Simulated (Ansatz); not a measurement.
# Cd (Im-3m) in Ansatz: convergence with n extra bands

Aim: find how far n extra bands must go before the results for Cd settle, at PBE. This setting moves, with any that are tied to it; all else stays.

Program: Ansatz 0.2.0. These are calculated values, not measurements. Logs are shortened: lines on timing, memory, paths and dates and some standing lists are left out, and cuts for length are marked.

## 1. The crystal as given

Symmetry: Im-3m, No. 229, cubic system. The conventional cell has a = 3.569 Å, b = 3.569 Å, c = 3.569 Å, α = 90.00°, β = 90.00°, γ = 90.00°. Cd (site symmetry m-3m) has 8 Cd at 3.09 Å as nearest neighbours.

This isn't the form of Cd at room conditions, which is hcp.

## 2. With n extra bands 1

input.yaml

```yaml
crystal:
  lattice:
    - [-1.784322, 1.784322, 1.784322]
    - [1.784322, -1.784322, 1.784322]
    - [1.784322, 1.784322, -1.784322]
  atoms:
    - { symbol: Cd, position: [0.0, 0.0, 0.0] }
kpoints:
  mp_grid: { grid: [10, 10, 10] }
scf:
  occupations: { method: fermi_dirac, width: 0.05 }
  n_extra_bands: 1
hamiltonian:
  xc: pbe
  pseudopotentials: { kind: all_electron, lapw: { basis_error: 0.001 } }
output:
  forces: true
  stress: true
  eigenvalues: true
```

Potentials or basis: all-electron LAPW, scalar-relativistic.

Command:

```console
$ ansatz run input.yaml --threads 1 --pin off --max-ram 3072MiB --backend cpu --events-out ev --progress --plain --runs-dir out
```

It took 3.3 s on 1 thread of Intel Xeon at 2.70GHz, shared host; peak memory 0.26 GiB.

What came out:

| Item | Value |
| --- | --- |
| Free energy | -152235.3878 eV |
| Pressure | 1.2 GPa |
| Band gap on the k mesh | none (metal or under the smearing width) |

## 3. With n extra bands 2

Changes to input.yaml since step 2:

```diff
@@ -11,3 +11,3 @@
   occupations: { method: fermi_dirac, width: 0.05 }
-  n_extra_bands: 1
+  n_extra_bands: 2
 hamiltonian:
```

Potentials or basis: all-electron LAPW, scalar-relativistic.

Command:

```console
$ ansatz run input.yaml --threads 1 --pin off --max-ram 3072MiB --backend cpu --events-out ev --progress --plain --runs-dir out
```

Run time: 3.6 s. Hardware: 1 thread of Intel Xeon at 2.70GHz, shared host; peak memory 0.26 GiB.

Results:

| Item | Value |
| --- | --- |
| Free energy | -152235.3878 eV |
| Pressure | 1.2 GPa |
| Band gap on the k mesh | none (metal or under the smearing width) |

## 4. With n extra bands 4

Changes to input.yaml since step 3:

```diff
@@ -11,3 +11,3 @@
   occupations: { method: fermi_dirac, width: 0.05 }
-  n_extra_bands: 2
+  n_extra_bands: 4
 hamiltonian:
```

Command:

```console
$ ansatz run input.yaml --threads 1 --pin off --max-ram 3072MiB --backend cpu --events-out ev --progress --plain --runs-dir out
```

It took 3.2 s on 1 thread of Intel Xeon at 2.70GHz, shared host; peak memory 0.26 GiB.

What came out:

```
Free energy            : -152235.3878 eV
Pressure               : 1.2 GPa
Band gap on the k mesh : none (metal or under the smearing width)
```

## 5. With n extra bands 8

Changes to input.yaml since step 4:

```diff
@@ -11,3 +11,3 @@
   occupations: { method: fermi_dirac, width: 0.05 }
-  n_extra_bands: 4
+  n_extra_bands: 8
 hamiltonian:
```

Command:

```console
$ ansatz run input.yaml --threads 1 --pin off --max-ram 3072MiB --backend cpu --events-out ev --progress --plain --runs-dir out
```

It took 3.7 s on 1 thread of Intel Xeon at 2.70GHz, shared host; peak memory 0.27 GiB.

What came out:

- Free energy: -152235.3878 eV
- Pressure: 1.2 GPa
- Band gap on the k mesh: none (metal or under the smearing width)

## 6. With n extra bands 16

Changes to input.yaml since step 5:

```diff
@@ -11,3 +11,3 @@
   occupations: { method: fermi_dirac, width: 0.05 }
-  n_extra_bands: 8
+  n_extra_bands: 16
 hamiltonian:
```

Potentials or basis: all-electron LAPW, scalar-relativistic.

Command:

```console
$ ansatz run input.yaml --threads 1 --pin off --max-ram 3072MiB --backend cpu --events-out ev --progress --plain --runs-dir out
```

Wall time 5 s (1 thread of Intel Xeon at 2.70GHz, shared host); peak memory 0.28 GiB.

Results (log left out):

```yaml
Free_energy: -152235.3878 eV
Pressure: 1.2 GPa
Band_gap_on_the_k_mesh: none (metal or under the smearing width)
```

## 7. With n extra bands 32

Changes to input.yaml since step 6:

```diff
@@ -11,3 +11,3 @@
   occupations: { method: fermi_dirac, width: 0.05 }
-  n_extra_bands: 16
+  n_extra_bands: 32
 hamiltonian:
```

Potentials or basis: all-electron LAPW, scalar-relativistic.

Command:

```console
$ ansatz run input.yaml --threads 1 --pin off --max-ram 3072MiB --backend cpu --events-out ev --progress --plain --runs-dir out
```

Log:

```text
Warning: RAYON_NUM_THREADS=1 ignored (pool sized by the plan → 1); use --threads N
LAPW: plane waves up to 7.331 Å⁻¹, error target 1.0e-3 eV per atom; small_component_spin mean_spin; Cd in spheres of 1.545 Å, 20 of its electrons in bands, Dirac shells [] (how accurate: hamiltonian.pseudopotentials.lapw.basis_error, Limitations)
scf.n_extra_bands = 32 over 10 filled bands (N_el = 20.0): the run solves 42 bands
Engine: ansatz 0.2.0, x86_64-unknown-linux-gnu
Pseudopotentials: kind: all_electron
Pseudopotential: Cd, LAPW, valence charge 20, lapw/all_electron/scalar/gaussian/Cd, Koelling and Harmon's equation, gaussian nucleus
Functional definition: PBE
  parameter kappa = 0.804
  parameter beta = 0.06672455060314922
  exchange = pbe_x(kappa = kappa, mu = beta*pi^2/3)
  correlation = pbe_c(beta = beta)
Crystal: 1 atoms, lattice volume = 22.724 Å³
Basis set: ecut = 204.7429073853922 eV, 141 PW (Γ), exchange–correlation at level 2
Bands: 42, of which v1, the nominal top of the filled ones, is band 10 counted from 1 (9 counted from 0)
Symmetry: 48 space group operations
Space group: Im-3m (ITA 229), of the structure as read, at distance tolerance 2.8e-5 Å
k-points: 47 of 1000
Non-local potential: Cd, projectors of the file, none
Initial density: superposition of atomic densities (chi_scale 0.1, normalization cell)
Initial wavefunctions: plane waves of lowest kinetic energy (no species holds an atomic orbital)
Functional: x = pbe(κ = 0.804, μ = 0.2195149727645171), c = pbe(β = 0.06672455060314922)
iter 1 solved again at ethr=1.06e-4 eV; its pass at ethr=1.00e-1 eV (dr2=2.13e-2 eV) is discarded
SCF iter   1: F=—  HF=-152235.430312 eV  |F-HF|=—  |Δ(HF+E_count)|=         —  Δρ=1.08e-2  dr2=2.13e-2  ethr=1.06e-4  ⟨swp⟩=4.1  Hψ=14092  notcnv=0
preconditioner: auto → Kerker (q_TF=auto, 2.671 Å⁻¹)  [metal: Δε(μ)=0.109 eV  Ē_g=44.250 eV  σ=0.050 eV  W_gap=0.46  n_scr=12 (ndim 8)  ℏωp=27.0 eV  f_vac=0.000  D(μ)=0.75/eV (n_scr^D=0)]
SCF iter   2: F=—  HF=-152235.389972 eV  |F-HF|=—  |Δ(HF+E_count)|=   4.03e-2  Δρ=5.57e-3  dr2=6.87e-3  ethr=1.06e-4  ⟨swp⟩=2.3  Hψ=4715  notcnv=0
SCF iter   3: F=—  HF=-152235.387560 eV  |F-HF|=—  |Δ(HF+E_count)|=   2.41e-3  Δρ=4.36e-3  dr2=4.59e-3  ethr=3.43e-5  ⟨swp⟩=2.0  Hψ=4045  notcnv=0
SCF iter   4: F=—  HF=-152235.387446 eV  |F-HF|=—  |Δ(HF+E_count)|=   1.14e-4  Δρ=1.83e-3  dr2=1.04e-3  ethr=2.30e-5  ⟨swp⟩=2.0  Hψ=4045  notcnv=0
iter 5 solved again at ethr=2.63e-7 eV; its pass at ethr=5.18e-6 eV (dr2=5.26e-5 eV) is discarded
SCF iter   5: F=—  HF=-152235.387815 eV  |F-HF|=—  |Δ(HF+E_count)|=   3.69e-4  Δρ=4.18e-4  dr2=5.26e-5  ethr=2.63e-7  ⟨swp⟩=2.0  Hψ=6938  notcnv=0
SCF iter   6: F=—  HF=-152235.387824 eV  |F-HF|=—  |Δ(HF+E_count)|=   9.58e-6  Δρ=1.01e-4  dr2=1.41e-6  ethr=2.63e-7  ⟨swp⟩=2.0  Hψ=4047  notcnv=0
SCF iter   7: F=-152235.387825 eV  HF=-152235.387825 eV  |F-HF|=1.67e-8  |Δ(HF+E_count)|=   7.88e-7  Δρ=1.59e-5  dr2=3.42e-8  ethr=7.05e-9  ⟨swp⟩=2.0  Hψ=4045  notcnv=0
SCF 1 converged in 7 iterations: F = -152235.387825 eV  dr2 = 3.42e-8
SCF converged after 7 iterations
Free energy (F): -152235.387825 eV
Harris-Foulkes:  -152235.387825 eV  (|F-HF|=1.67e-8)
Internal energy: -152235.381961 eV  (E = F + TS)
E sigma→0 (E₀):  -152235.384893 eV
Entropy (-TS):   -0.005864 eV (-5.864 meV/atom)
Fermi energy:    14.978841 eV
--- Per-component energies (eV) ---
  E_band       = -388.673253
  E_kinetic    = 159476.623757
  E_xc         = -4209.503981
  E_electrostatic = -307502.501737  (all electrons and nuclei)
  E_smearing   = -0.005864  (= −TS)
  E_closure    = 0.000000  (closes the sum)
  E_atoms      = -152234.696607  (free atoms, spherical and without spin; not in F)
  Σ components = -152235.387825   (vs F -152235.387825, Δ=0.00e0)
  Basis errors (estimates in eV, not in F): energy 2.7e-4 per atom: plane waves 2.5e-4 (1.3e-4 summed), levels above the bands 0.0e0, relativity 4.2e-8, radial functions 2.1e-5, core shells 2.1e-8; eigenvalues (radial functions only) 1.3e-4; not estimated: angular momenta, meshes, grids; target (lapw.basis_error) 1.0e-3; muffin-tin radii Cd 1.545 Å
--- Forces (eV/Å), atoms counted from 1 ---
  atom   1  Cd    -0.00000000    -0.00000000     0.00000000
  max |Σ_I F_I| component: 5.42e-31 eV/Å
--- Stress (GPa, compression-positive) ---
        1.163895       0.000000      -0.000000
        0.000000       1.163895      -0.000000
       -0.000000      -0.000000       1.163895
  P = ⅓ Tr σ = 1.1639 GPa (11.639 kbar)
--- Band table (eV; the first three rows and the last of 47) ---
  k-point 0: bands = ["-88.1248", "-49.1591", "-49.1591", "-49.1591", "5.6782", "5.6782", "5.6782", "6.2782", "6.2782", "6.2948", "29.4856", "29.4856", "29.4856", "30.6360", "30.6360", "30.6360", "33.2211", "33.2211", "34.1257", "34.1257", "34.1257", "39.6476", "48.8798", "48.8798", "48.8798", "55.5369", "57.3370", "57.3370", "57.9430", "62.4244", "62.4244", "62.4244", "66.9956", "66.9956", "66.9956", "74.1943", "74.1943", "74.1943", "74.2389", "74.2389", "74.2389", "76.4333"]
  k-point 1: bands = ["-88.1245", "-49.1620", "-49.1602", "-49.1590", "5.6487", "5.6821", "5.7652", "6.2438", "6.2793", "6.5710", "27.3348", "28.7896", "29.2758", "29.3028", "29.7130", "30.3098", "33.9325", "34.7567", "34.9244", "35.5566", "36.0980", "40.8762", "47.8797", "48.1628", "49.2246", "55.4802", "56.7897", "56.8662", "59.2156", "61.5229", "62.2368", "62.6817", "65.5540", "67.1335", "67.5207", "70.9292", "72.4999", "74.3909", "74.7650", "75.0853", "75.7450", "77.7076"]
  k-point 2: bands = ["-88.1239", "-49.1696", "-49.1632", "-49.1588", "5.5721", "5.6287", "6.0011", "6.1933", "6.2834", "7.4279", "23.4812", "27.0926", "27.2571", "28.8704", "29.1991", "31.1730", "34.4927", "36.4005", "37.7487", "37.9240", "38.7908", "44.0748", "46.2706", "46.3624", "50.1311", "55.2406", "55.5370", "55.6084", "58.6938", "61.5337", "62.0462", "62.6409", "63.4607", "67.4826", "68.6975", "69.0026", "71.2236", "71.7593", "74.3546", "75.3447", "75.3665", "77.2149"]
  k-point 46: bands = ["-88.1203", "-49.1837", "-49.1837", "-49.1837", "5.2267", "5.2267", "6.5853", "6.5853", "6.5853", "18.2083", "18.2083", "18.2083", "20.3236", "22.7384", "22.7384", "36.8292", "41.7379", "41.7379", "41.7379", "45.0369", "45.0369", "45.0369", "48.4315", "51.5902", "51.5902", "51.5902", "56.6428", "56.6428", "56.6428", "63.5271", "63.5271", "63.5271", "64.3825", "64.3825", "66.4973", "66.4973", "66.4973", "67.4698", "69.4080", "69.4080", "69.4080", "73.4668"]
```

Wall time 8.4 s (1 thread of Intel Xeon at 2.70GHz, shared host); peak memory 0.31 GiB.

Results:

```
Free energy            : -152235.3878 eV
Pressure               : 1.2 GPa
Band gap on the k mesh : none (metal or under the smearing width)
```

## 8. The series at a glance

```tsv
n extra bands	energy less the tightest run, at zero smearing (meV/atom)	SCF cycles	CPU time (s)	peak memory (GiB)
1	0.00	7	3.2	0.26
2	0.00	7	3.6	0.26
4	0.00	7	3.2	0.26
8	0.00	7	3.7	0.27
16	0.00	7	5	0.28
32	0.00	7	8.3	0.31
```

Against the tightest run, the energy stays within 1 meV/atom from 1 on. The tightest run that finished is the yardstick and may itself not be fully converged.
